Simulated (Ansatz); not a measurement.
Input of an Ansatz 0.2.0 run:

The input input.yaml:

```yaml
crystal:
  lattice:
    - [0.0, 1.9465, 1.9465]
    - [1.9465, 0.0, 1.9465]
    - [1.9465, 1.9465, 0.0]
  atoms:
    - { symbol: Pd, position: [0.0, 0.0, 0.0] }
kpoints:
  mp_grid: { grid: [12, 12, 12] }
scf:
  occupations: { method: fermi_dirac, width: 0.05 }
hamiltonian:
  xc: rpbe
  dispersion: d4
  pseudopotentials: { kind: all_electron, lapw: { basis_error: 0.001 } }
output:
  forces: true
  stress: true
relax:
  f_tol: 0.02
  max_steps: 60
  cell: {}
```

Potentials or basis: all-electron LAPW, scalar-relativistic.

Command:

```console
$ ansatz run input.yaml --threads 1 --pin off --max-ram 3072MiB --backend cpu --events-out ev --progress --plain --runs-dir out
```

What does it give for the relaxed volume?

14.90 Å³/atom.

Estimate the space group after relaxing (to 0.05 Å).

Fm-3m (No. 225).

What does it give for the relaxed cell?

a = 2.762 Å, b = 2.762 Å, c = 2.762 Å, α = 60.00°, β = 60.00°, γ = 60.00°.

Final structure:
```
Pd
1.0
     0.00000    1.95291    1.95291
     1.95291    0.00000    1.95291
     1.95291    1.95291    0.00000
Pd
1
Direct
  0.00000 0.00000 0.00000
```

Zero-point motion and thermal expansion aren't in these numbers.
